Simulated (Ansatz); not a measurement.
# NbP under changes of volume

One of the cells (16.103 Å³/atom); the others are scaled copies at fixed shape and fractional positions:

```
CELL_PARAMETERS angstrom
-1.67492 1.67492 5.74011
1.67492 -1.67492 5.74011
1.67492 1.67492 -5.74011
ATOMIC_POSITIONS crystal
Nb 0.24988 0.74988 0.50000
Nb 0.49988 0.49988 0.00000
P 0.83275 0.33275 0.50000
P 0.08275 0.08275 0.00000
```

The cell is a database's computed one.

- Program: Ansatz 0.2.0
- Functional: PBEsol
- Potentials or basis: all-electron LAPW, scalar-relativistic
- Cutoff: 226 eV (chosen from the basis error)
- Basis error allowed: 0.001 eV/atom
- k mesh: 11 × 11 × 11
- Occupations: fermi-dirac, width 0.05 eV
- Spin: no spin polarisation

| volume (Å³/atom) | energy over the lowest point (meV/atom) | pressure (GPa) | largest force (eV/Å) |
| --- | --- | --- | --- |
| 15.137 | 7.63 | 6.2 | 0.041 |
| 15.459 | 0.00 | 1.5 | 0.033 |
| 15.781 | 1.22 | -2.6 | 0.025 |
| 16.103 | ? | ? | ? |
| 16.425 | 26.66 | -9.7 | 0.010 |
| 16.747 | 49.31 | -12.7 | 0.004 |
| 17.069 | 77.68 | -15.4 | 0.001 |

Task: What does the run at 16.103 Å³/atom give?

Result: Energy over the lowest point 10.38 meV/atom; pressure -6.4 GPa; largest force 0.017 eV/Å.

Worked out: A Birch-Murnaghan fit of order 3 (a polynomial in V^(-2/3)) to the other rows has its minimum at 15.57 Å³/atom with B0 = V·E''(V) = 205 GPa and B' = 4.3 at fixed shape and positions, which overstates the stiffness. It gives 10.38 meV/atom at 16.103 Å³/atom, against the run's 10.38, and -dE/dV = -6.4 GPa, against -6.4.

Energies are extrapolated to zero smearing.
